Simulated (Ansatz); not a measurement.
Write the native input for Ansatz 0.2.0 that does the following.

- Task: elastic constants
- Functional: PBE
- Potentials or basis: all-electron LAPW, scalar-relativistic
- Cutoff: 358 eV (chosen from the basis error)
- Basis error allowed: 0.001 eV/atom
- k mesh: 7 × 7 × 7
- Occupations: fermi-dirac, width 0.05 eV
- Spin: no spin polarisation

Crystal: WC (Qusongite).

```
CELL_PARAMETERS angstrom
2.90650 0.00000 0.00000
-1.45325 2.51710 0.00000
0.00000 0.00000 2.83660
ATOMIC_POSITIONS crystal
W 0.00000 0.00000 0.00000
C 0.66667 0.33333 0.50000
```

The input as run:

input.yaml

```yaml
crystal:
  lattice:
    - [2.9065, 0.0, 0.0]
    - [-1.45325, 2.5171028361, 0.0]
    - [0.0, 0.0, 2.8366]
  atoms:
    - { symbol: W, position: [0.0, 0.0, 0.0] }
    - { symbol: C, position: [0.6666666667, 0.3333333333, 0.5] }
kpoints:
  mp_grid: { grid: [7, 7, 7] }
scf:
  occupations: { method: fermi_dirac, width: 0.05 }
hamiltonian:
  xc: pbe
  pseudopotentials: { kind: all_electron, lapw: { basis_error: 0.001 } }
output:
  forces: true
  stress: true
elastic:
  mode: relaxed_ion
  stencil: two_point
```

Potentials or basis: all-electron LAPW, scalar-relativistic.

Command:

```sh
$ ansatz run input.yaml --threads 1 --pin off --max-ram 3072MiB --backend cpu --events-out ev --progress --plain --runs-dir out
```

Results of the run:

- Pressure: 6.0 GPa
- Band gap on the k mesh: none (metal or under the smearing width)
- Voigt bulk modulus: 412 GPa

Caveat: the k mesh is thin for a metal, which can move the energy by tens of meV per atom; a metal's response needs a denser mesh; the cell is more than 3 GPa from zero pressure, which shifts response properties; elastic constants of metals need much finer meshes, so these are rough.

Wall time 5.1 min on 1 thread of Arm Neoverse V1 (shared host), peak memory 0.42 GiB.
